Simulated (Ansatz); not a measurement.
# PbO (CsCl type): the cost of one run

Method: DFT, PBE, PAW with Ansatz's default frozen-core files, scalar-relativistic, in Ansatz 0.2.0.

## Step 1: The starting structure

Symmetry: Pm-3m, No. 221, cubic system. Conventional cell: a = 3.271 Å, b = 3.271 Å, c = 3.271 Å, α = 90.00°, β = 90.00°, γ = 90.00°. Pb (site symmetry m-3m) is surrounded by 8 O at 2.83 Å. Around O (site symmetry m-3m) lie 8 Pb at 2.83 Å.

Structure file:

```xyz
2
Lattice="3.2713 0.0000 0.0000 0.0000 3.2713 0.0000 0.0000 0.0000 3.2713" Properties=species:S:1:pos:R:3 pbc="T T T"
Pb    0.0000    0.0000    0.0000
O     1.6357    1.6357    1.6357
```

Atoms are numbered in the order of the input: Pb1, O2.

## Step 2: Cell relaxed at zero pressure, PAW

Input file input.yaml:

```yaml
crystal:
  lattice:
    - [3.2713116536, 0.0, 0.0]
    - [0.0, 3.2713116536, 0.0]
    - [0.0, 0.0, 3.2713116536]
  atoms:
    - { symbol: Pb, position: [0.0, 0.0, 0.0] }
    - { symbol: O, position: [0.5, 0.5, 0.5] }
kpoints:
  mp_grid: { grid: [12, 12, 12] }
scf:
  occupations: { method: fermi_dirac, width: 0.05 }
hamiltonian:
  xc: pbe
  pseudopotentials: { kind: paw }
output:
  forces: true
  stress: true
relax:
  f_tol: 0.005
  max_steps: 40
  cell: {}
```

Run with:

```sh
$ ansatz run input.yaml --threads 2 --pin off --max-ram 5120MiB --backend cpu --events-out ev --progress --plain --runs-dir out
```

What time and memory should one allow on 2 threads of Arm Neoverse V2, shared host?

About 8.6 s, with a peak of 0.33 GiB.
